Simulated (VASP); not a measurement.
# MgS (Fm-3m) in VASP: notebook

Aim: see how the results for MgS move with the level of theory and the settings. Levels: PBE, HSE06. Tasks: band structure.

Program: VASP 6.6.1. These are calculated values, not measurements. Logs are shortened: lines on timing, memory, paths and dates and some standing lists are left out, and cuts for length are marked.

### 1 The structure

Symmetry: Fm-3m, No. 225, cubic system. The conventional cell has a = 5.223 Å, b = 5.223 Å, c = 5.223 Å, α = 90.00°, β = 90.00°, γ = 90.00°. Around Mg (site symmetry m-3m) lie 6 S at 2.61 Å. S (site symmetry m-3m) has 6 Mg at 2.61 Å as nearest neighbours.

The cell was built by a generator and needn't be a form met in nature.

### 2 Band structure, PBE

Input file INCAR:

```
PREC = Accurate ; ENCUT = 520
EDIFF = 1E-6 ; ISMEAR = 0
SIGMA = 0.02 ; LREAL = False
LASPH = True ; NELM = 80
ALGO = Normal ; ISIF = 2
LWAVE = False ; LCHARG = False
GGA = PE ; KPAR = 4
```

Input file KPOINTS:

```
Automatic mesh
0
Gamma
  10 10 10
```

Input file POSCAR:

```
MgS                                     
1.0
    0.0000000000      2.6116204705      2.6116204705
    2.6116204705      0.0000000000      2.6116204705
    2.6116204705      2.6116204705     -0.0000000000
  Mg              S             
     1     1
Direct
     0.0000000000000000    0.0000000000000000    0.0000000000000000
     0.5000000000000000    0.5000000000000000    0.5000000000000000
```

Input file KPOINTS_OPT:

```
path GXWKGLUWLK,UX
20
line-mode
reciprocal
 0.0000000000  0.0000000000  0.0000000000  G
 0.5000000000  0.0000000000  0.5000000000  X

 0.5000000000  0.0000000000  0.5000000000  X
 0.5000000000  0.2500000000  0.7500000000  W

 0.5000000000  0.2500000000  0.7500000000  W
 0.3750000000  0.3750000000  0.7500000000  K

 0.3750000000  0.3750000000  0.7500000000  K
 0.0000000000  0.0000000000  0.0000000000  G

 0.0000000000  0.0000000000  0.0000000000  G
 0.5000000000  0.5000000000  0.5000000000  L

 0.5000000000  0.5000000000  0.5000000000  L
 0.6250000000  0.2500000000  0.6250000000  U

 0.6250000000  0.2500000000  0.6250000000  U
 0.5000000000  0.2500000000  0.7500000000  W

 0.5000000000  0.2500000000  0.7500000000  W
 0.5000000000  0.5000000000  0.5000000000  L

 0.5000000000  0.5000000000  0.5000000000  L
 0.3750000000  0.3750000000  0.7500000000  K

 0.6250000000  0.2500000000  0.6250000000  U
 0.5000000000  0.0000000000  0.5000000000  X
```

Potentials or basis: VASP PAW PBE potentials, release 64 (Mg, S).

The run is started by

```
cat potpaw_PBE.64/Mg/POTCAR potpaw_PBE.64/S/POTCAR > POTCAR
mpirun -np 4 vasp_std > vasp.out
```

OUTCAR:

```text
PREC = Accurate
   ENCUT = 520
   EDIFF = 1E-6
   ISMEAR = 0
   LREAL = False
   LASPH = True
   NELM = 80
   ISIF = 2
   GGA = PE

 ion  position               nearest neighbor table
   1  0.000  0.000  0.000-   2 2.61   2 2.61   2 2.61   2 2.61   2 2.61   2 2.61
   2  0.500  0.500  0.500-   1 2.61   1 2.61   1 2.61   1 2.61   1 2.61   1 2.61

  LATTYP: Found a face centered cubic cell.
 ALAT       =     5.2232409410

  Lattice vectors:

 A1 = (   0.0000000000,   2.6116204705,   2.6116204705)
 A2 = (   2.6116204705,   0.0000000000,   2.6116204705)
 A3 = (   2.6116204705,   2.6116204705,   0.0000000000)

Analysis of symmetry for initial positions (statically):
=====================================================================
 Subroutine PRICEL returns:
 Original cell was already a primitive cell.

 Routine SETGRP: Setting up the symmetry group for a
 face centered cubic supercell.

 Subroutine GETGRP returns: Found 48 space group operations
 (whereof 48 operations were pure point group operations)
 out of a pool of 48 trial point group operations.

The static configuration has the point symmetry O_h .

Analysis of symmetry for dynamics (positions and initial velocities):
=====================================================================
 Subroutine PRICEL returns:
 Original cell was already a primitive cell.

 Routine SETGRP: Setting up the symmetry group for a
 face centered cubic supercell.

 Subroutine GETGRP returns: Found 48 space group operations
 (whereof 48 operations were pure point group operations)
 out of a pool of 48 trial point group operations.

The dynamic configuration has the point symmetry O_h .

 Subroutine INISYM returns: Found 48 space group operations
 (whereof 48 operations are pure point group operations),
 and found     1 'primitive' translations

----------------------------------------------------------------------------------------

                                     Primitive cell

  volume of cell :      35.6254

  direct lattice vectors                    reciprocal lattice vectors
     0.000000000  2.611620471  2.611620471    -0.191452014  0.191452014  0.191452014
     2.611620471  0.000000000  2.611620471     0.191452014 -0.191452014  0.191452014
     2.611620471  2.611620471  0.000000000     0.191452014  0.191452014 -0.191452014

  length of vectors
     3.693389089  3.693389089  3.693389089     0.331604616  0.331604616  0.331604616

  position of ions in fractional coordinates (direct lattice)
     0.000000000  0.000000000  0.000000000
     0.500000000  0.500000000  0.500000000

  ion indices of the primitive-cell ions
   primitive index   ion index
                 1           1
                 2           2

----------------------------------------------------------------------------------------

 KPOINTS: Automatic mesh

Automatic generation of k-mesh.
 Grid dimensions read from file:
 generate k-points for:   10   10   10

 Generating k-lattice:

  Cartesian coordinates                     Fractional coordinates (reciprocal lattice)
    -0.019145201  0.019145201  0.019145201     0.100000000  0.000000000  0.000000000
     0.019145201 -0.019145201  0.019145201     0.000000000  0.100000000  0.000000000
     0.019145201  0.019145201 -0.019145201     0.000000000  0.000000000  0.100000000

  Length of vectors
     0.033160462  0.033160462  0.033160462

  Shift w.r.t. Gamma in fractional coordinates (k-lattice)
     0.000000000  0.000000000  0.000000000

 Subroutine IBZKPT returns following result:
 ===========================================

 Found     47 irreducible k-points:

 Following reciprocal coordinates:
            Coordinates               Weight
  0.000000  0.000000  0.000000      1.000000
  0.100000  0.000000  0.000000      8.000000
  0.200000  0.000000  0.000000      8.000000
  0.300000  0.000000  0.000000      8.000000
  0.400000  0.000000  0.000000      8.000000
  0.500000  0.000000  0.000000      4.000000
[... 16 lines left out ...]
  0.300000  0.300000  0.000000      6.000000
  0.400000  0.300000  0.000000     24.000000
 [... further k-points ...]
   k-points           NKPTS =     47   k-points in BZ     NKDIM =     47   number of bands    NBANDS=      8
   number of dos      NEDOS =    301   number of ions     NIONS =      2
   total plane-waves  NPLWV =  21952
   dimension x,y,z NGX =    28 NGY =   28 NGZ =   28
   dimension x,y,z NGXF=    56 NGYF=   56 NGZF=   56
   ions per type =               1   1
   NGX,Y,Z   is equivalent  to a cutoff of  12.60, 12.60, 12.60 a.u.
   NGXF,Y,Z  is equivalent  to a cutoff of  25.21, 25.21, 25.21 a.u.
 SYSTEM =  unknown system
   PREC   = accura    normal or accurate (medium, high low for compatibility)
   ISTART =      0    job   : 0-new  1-cont  2-samecut
   ICHARG =      2    charge: 1-file 2-atom 10-const
   ISPIN  =      1    spin polarized calculation?
   LNONCOLLINEAR =      F non collinear calculations
   LSORBIT =      F    spin-orbit coupling
   LASPH  =      T    aspherical Exc in radial PAW
   ENCUT  =  520.0 eV  38.22 Ry    6.18 a.u.   6.87  6.87  6.87*2*pi/ulx,y,z
   NELM   =     80;   NELMIN=  2; NELMDL= -5     # of ELM steps
   EDIFF  = 0.1E-05   stopping-criterion for ELM
   LREAL  =      F    real-space projection
   EDIFFG = 0.1E-04   stopping-criterion for IOM
   NSW    =      0    number of steps for IOM
   IBRION =     -1    ionic relax: 0-MD 1-quasi-New 2-CG
   NFREE  =      0    steps in history (QN), initial steepest desc. (CG)
   ISIF   =      2    stress and relaxation
   ISYM   =      2    0-nonsym 1-usesym 2-fastsym
   POTIM  = 0.5000    time-step for ionic-motion
   TEBEG  =    0.0;   TEEND  =   0.0 temperature during run
   PSTRESS=    0.0 pullay stress
   NELECT =       8.0000    total number of electrons
   NUPDOWN=      -1.0000    fix difference up-down
   EMIN   =  10.00;   EMAX   =-10.00  energy-range for DOS
   EFERMI =   0.00;   METHOD = LEGACY
   ISMEAR =     0;   SIGMA  =   0.02  broadening in eV -4-tet -1-fermi 0-gaus
   EFERMI_NEDOS =   21; number of points for ismear=-14 and -15
   IALGO  =     38    algorithm
   IMIX   =      4    mixing-type and parameters
     AMIX     =   0.40;   BMIX     =  1.00
     AMIX_MAG =   1.60;   BMIX_MAG =  1.00
  volume/ion in A,a.u.               =      17.81       120.21
  Fermi-wavevector in a.u.,A,eV,Ry     =   0.995065  1.880400 13.471867  0.990154
  Thomas-Fermi vector in A             =   2.127059
   LORBIT       =      0    0 simple, 1 ext, 2 COOP (PROOUT), +10 PAW based schemes
   GGA     = PE    functional components
   LHFCALC =     F    Hartree Fock is set to
   AEXX    =    0.0000 exact exchange contribution
   IVDW    =     0    specifies the selected vdW correction
   LEPSILON=     F    determine dielectric tensor
   LRPA    =     F    only Hartree local field effects (RPA)
 non-spin polarized calculation
 Gauss-broadening in eV      SIGMA  =   0.02
  energy-cutoff  :      520.00
  volume of cell :       35.63
 maximum number of plane-waves:       982
   NGX = 13   NGY = 13   NGZ = 13

 number of electron       8.0000000 magnetization

 Free energy of the ion-electron system (eV)
  ---------------------------------------------------
  ext. energy  EPLUGINS =         0.00000000
  ---------------------------------------------------
  free energy    TOTEN  =        -8.50322294 eV

  energy without entropy =       -8.50322294  energy(sigma->0) =       -8.50322294

 E-fermi :   3.7271     XC(G=0):  -9.6411

 val. band max:        3.6232069411   @ k =   0.0000   0.0000   0.0000
 cond. band min:       6.3738750344   @ k =   0.5000   0.5000   0.0000
 fundamental gap:      2.7506680933
 Fermi energy:         3.7271082704

 k-point     1 :       0.0000    0.0000    0.0000
  band No.  band energies     occupation
      1      -8.9789      2.00000
      2       3.6232      2.00000
      3       3.6232      2.00000
      4       3.6232      2.00000
      5       7.2435      0.00000
      6      11.5849      0.00000
      7      11.5849      0.00000
      8      11.5849      0.00000

 k-point     2 :       0.1000    0.0000    0.0000
  band No.  band energies     occupation
      1      -8.8832      2.00000
      2       2.9029      2.00000
      3       3.5583      2.00000
      4       3.5583      2.00000
      5       7.8286      0.00000
      6      11.3224      0.00000
      7      11.7659      0.00000
      8      11.7659      0.00000

 k-point     3 :       0.2000    0.0000    0.0000
  band No.  band energies     occupation
      1      -8.6137      2.00000
      2       1.5371      2.00000
      3       3.4000      2.00000
      4       3.4000      2.00000
      5       8.4994      0.00000
      6      11.4117      0.00000
      7      11.7183      0.00000
      8      11.7183      0.00000

 k-point     4 :       0.3000    0.0000    0.0000
  band No.  band energies     occupation
      1      -8.2309      2.00000
      2       0.2066      2.00000
      3       3.2238      2.00000
      4       3.2238      2.00000
      5       8.4576      0.00000
      6      11.1279      0.00000
      7      11.1279      0.00000
      8      12.4635      0.00000

 k-point     5 :       0.4000    0.0000    0.0000
  band No.  band energies     occupation
      1      -7.8630      2.00000
      2      -0.7741      2.00000
      3       3.0941      2.00000
      4       3.0941      2.00000
      5       8.2430      0.00000
      6      10.6756      0.00000
      7      10.6756      0.00000
      8      13.4268      0.00000

 k-point     6 :       0.5000    0.0000    0.0000
  band No.  band energies     occupation
      1      -7.7028      2.00000
      2      -1.1448      2.00000
      3       3.0471      2.00000
      4       3.0471      2.00000
      5       8.1550      0.00000
      6      10.5171      0.00000
      7      10.5171      0.00000
      8      13.6111      0.00000

 k-point     7 :       0.1000    0.1000    0.0000
  band No.  band energies     occupation
      1      -8.8516      2.00000
      2       2.9191      2.00000
      3       3.4110      2.00000
      4       3.4110      2.00000
      5       8.0529      0.00000
      6      10.9174      0.00000
      7      12.0157      0.00000
      8      12.0157      0.00000
[... 133 lines left out ...]
 k-point    20 :      -0.4000    0.2000    0.0000
  band No.  band energies     occupation
      1      -7.5533      2.00000
      2      -0.6584      2.00000
      3       1.5402      2.00000
      4       2.7648      2.00000
      5       8.7370      0.00000
      6      10.3835      0.00000
      7      11.5234      0.00000
      8      13.2344      0.00000

 k-point    21 :      -0.3000    0.2000    0.0000
  band No.  band energies     occupation
      1      -7.7674      2.00000
      2      -0.2165      2.00000
      3       1.5652      2.00000
      4       3.0117      2.00000
      5       9.2948      0.00000
      6      10.5154      0.00000
      7      11.4000      0.00000
      8      12.1902      0.00000

 k-point    22 :      -0.2000    0.2000    0.0000
  band No.  band energies     occupation
      1      -8.1071      2.00000
      2       0.4459      2.00000
      3       1.9994      2.00000
      4       3.2709      2.00000
      5       9.8107      0.00000
      6      10.7642      0.00000
      7      10.9983      0.00000
      8      11.4697      0.00000

 k-point    23 :       0.3000    0.3000    0.0000
  band No.  band energies     occupation
      1      -8.0018      2.00000
      2       0.5715      2.00000
      3       2.4340      2.00000
      4       2.4340      2.00000
      5       7.9080      0.00000
      6       8.8450      0.00000
      7      12.6263      0.00000
      8      14.4950      0.00000

 k-point    24 :       0.4000    0.3000    0.0000
  band No.  band energies     occupation
      1      -7.7244      2.00000
      2       0.0730      2.00000
      3       2.0147      2.00000
      4       2.2826      2.00000
      5       7.5358      0.00000
      6       8.8780      0.00000
      7      13.0386      0.00000
      8      14.0955      0.00000

 [... further k-points ...]

------------------------ aborting loop because EDIFF is reached ----------------------------------------

  FORCE on cell =-STRESS in cart. coord.  units (eV):
  Direction    XX          YY          ZZ          XY          YZ          ZX
  --------------------------------------------------------------------------------------
  -------------------------------------------------------------------------------------
  Total       -0.0031010     -0.0031010     -0.0031010      0.0000000      0.0000000      0.0000000
  in kB       -0.1394617     -0.1394617     -0.1394617      0.0000000      0.0000000      0.0000000
  external PRESSURE =      -0.1394617 kB  Pullay stress =       0.0000000 kB

 VOLUME and BASIS-vectors are now :
 -----------------------------------------------------------------------------
  energy-cutoff  :      520.00
  volume of cell :       35.63
      direct lattice vectors                 reciprocal lattice vectors
     0.000000000  2.611620471  2.611620471    -0.191452014  0.191452014  0.191452014
     2.611620471  0.000000000  2.611620471     0.191452014 -0.191452014  0.191452014
     2.611620471  2.611620471  0.000000000     0.191452014  0.191452014 -0.191452014

 POSITION                                       TOTAL-FORCE (eV/Angst)
 -----------------------------------------------------------------------------------
      0.00000      0.00000      0.00000         0.000000     -0.000000      0.000000
      2.61162      2.61162      2.61162        -0.000000      0.000000     -0.000000
 -----------------------------------------------------------------------------------
    total drift:                                0.000000      0.000000      0.000000

  FREE ENERGIE OF THE ION-ELECTRON SYSTEM (eV)
  ---------------------------------------------------
  free  energy   TOTEN  =        -8.5032229407 eV

  energy  without entropy=       -8.5032229407  energy(sigma->0) =       -8.50322294
```

Run time: 7.3 s. Hardware: 4 MPI ranks of Intel Xeon 6975P-C (Granite Rapids), shared host; peak memory 0.16 GiB.

Results:

- Free energy: -8.5032 eV
- Pressure: 0.0 GPa
- Band gap on the k mesh: 2.75 eV, indirect (least direct gap 3.62 eV)
- Band gap along the path: 2.75 eV, indirect (least direct gap 3.62 eV)

Levels at the corners of the path, in eV from the valence-band top:
```csv
point,band 1,band 2,band 3,band 4,band 5,band 6,band 7,band 8
Γ,-12.60,0.00,0.00,0.00,3.62,7.96,7.96,7.96
X,-10.96,-4.13,-1.66,-1.66,2.75,4.43,11.89,12.82
X,-10.96,-4.13,-1.66,-1.66,2.75,4.43,11.89,12.79
W,-10.92,-3.18,-3.18,-2.33,5.20,7.94,7.94,8.02
W,-10.92,-3.18,-3.18,-2.33,5.20,7.94,7.94,8.02
K,-10.96,-3.64,-3.14,-1.34,3.89,6.69,9.65,10.03
K,-10.96,-3.64,-3.14,-1.34,3.89,6.69,9.65,10.03
Γ,-12.60,0.00,0.00,0.00,3.62,7.96,7.96,7.96
Γ,-12.60,0.00,0.00,0.00,3.62,7.96,7.96,7.96
L,-11.33,-4.77,-0.58,-0.58,4.53,6.89,6.89,9.99
L,-11.33,-4.77,-0.58,-0.58,4.53,6.89,6.89,9.99
U,-10.96,-3.64,-3.14,-1.34,3.89,6.69,9.65,10.03
U,-10.96,-3.64,-3.14,-1.34,3.89,6.69,9.65,10.03
W,-10.92,-3.18,-3.18,-2.33,5.20,7.94,7.94,8.02
W,-10.92,-3.18,-3.18,-2.33,5.20,7.94,7.94,8.02
L,-11.33,-4.77,-0.58,-0.58,4.53,6.89,6.89,9.99
L,-11.33,-4.77,-0.58,-0.58,4.53,6.89,6.89,9.99
K,-10.96,-3.64,-3.14,-1.34,3.89,6.69,9.65,10.03
U,-10.96,-3.64,-3.14,-1.34,3.89,6.69,9.65,10.03
X,-10.96,-4.13,-1.66,-1.66,2.75,4.43,11.89,12.80
```

[end of part 1 of 2]
